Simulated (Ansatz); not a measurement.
# InPd: single point with PBE

Crystal: InPd.

```
CELL_PARAMETERS angstrom
3.27188 0.00000 0.00000
0.00000 3.27188 0.00000
0.00000 0.00000 3.27188
ATOMIC_POSITIONS crystal
In 0.00000 0.00000 0.00000
Pd 0.50000 0.50000 0.50000
```

The cell comes from a database or a generator and needn't be the stable form of this composition.

```json
{
  "Program": "Ansatz 0.2.0",
  "Task": "single point",
  "Functional": "PBE",
  "Potentials or basis": "Ansatz PAW",
  "Cutoff": "420 eV (not typed: the program's choice for these potentials)",
  "k mesh": "8 × 8 × 8",
  "Occupations": "gaussian, width 0.1 eV",
  "Spin": "no spin polarisation"
}
```

* Pressure: 3.6 GPa
* Band gap on the k mesh: none (metal or under the smearing width)

Levels at points of the mesh, in eV from the Fermi level:
```tsv
k point	band 13	band 14	band 15	band 16	band 17	band 18	band 19	band 20
(0.00, 0.00, 0.00)	-2.18	-2.18	-2.18	4.32	4.32	4.32	9.50	10.66
(0.00, 0.00, -0.50)	-3.17	-3.17	-2.26	-1.02	9.65	9.65	9.97	10.81
(0.00, -0.50, -0.50)	-2.59	-2.23	-2.23	-1.61	1.55	2.57	9.56	11.41
(-0.50, -0.50, -0.50)	-1.57	-1.57	0.02	3.89	3.89	3.89	4.49	4.49
```

It took 0.85 s on 2 threads of Arm Neoverse V2, with other jobs on the host, peak memory 0.3 GiB.
